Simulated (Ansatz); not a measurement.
# Hg: the cost of one run

Computed with Ansatz 0.2.0 (reference: DFT PBE, plane waves, PAW, scalar-relativistic, no spin polarisation, unless a step's input says otherwise).

1 further run of the same task is left out (set aside as unsound or not needed).

### 1 The starting structure

It takes space group Fm-3m (No. 225, cubic). Conventional cell: a = 5.000 Å, b = 5.000 Å, c = 5.000 Å, α = 90.00°, β = 90.00°, γ = 90.00°. Hg (site symmetry m-3m) is surrounded by 12 Hg at 3.54 Å.

Structure file:

```cif
data_structure
_symmetry_space_group_name_H-M 'P 1'
_symmetry_Int_Tables_number 1
_cell_length_a 3.5358
_cell_length_b 3.5358
_cell_length_c 3.5358
_cell_angle_alpha 60.000
_cell_angle_beta 60.000
_cell_angle_gamma 60.000
_cell_volume 31.26
loop_
_atom_site_label
_atom_site_type_symbol
_atom_site_fract_x
_atom_site_fract_y
_atom_site_fract_z
_atom_site_occupancy
Hg1 Hg 0.00000 0.00000 0.00000 1
```

### 2 Reference

The input, input.yaml:

```yaml
crystal:
  lattice:
    - [0.0, 2.5002, 2.5002]
    - [2.5002, 0.0, 2.5002]
    - [2.5002, 2.5002, 0.0]
  atoms:
    - { symbol: Hg, position: [0.0, 0.0, 0.0] }
  symmetry: { tolerance: 0.0003 }
kpoints:
  mp_grid: { grid: [6, 6, 6], shift: [0, 0, 0] }
magnetization:
  spin_polarized: false
scf:
  occupations: { method: fermi_dirac, width: 0.0143 }
hamiltonian:
  pseudopotentials: { kind: paw }
  xc: pbe
basis:
  ecutwfc: 420
output:
  forces: true
  stress: true
  eigenvalues: true
relax:
  max_steps: 40
  cell: {}
```

Command:

```
$ ansatz run input.yaml --threads 1 --pin off --max-ram 2560MiB --backend cpu --events-out ev --progress --plain --runs-dir out
```

What time and memory should one allow on 1 thread of Arm Neoverse V2, shared host?

About 3.2 s, with a peak of 0.27 GiB.
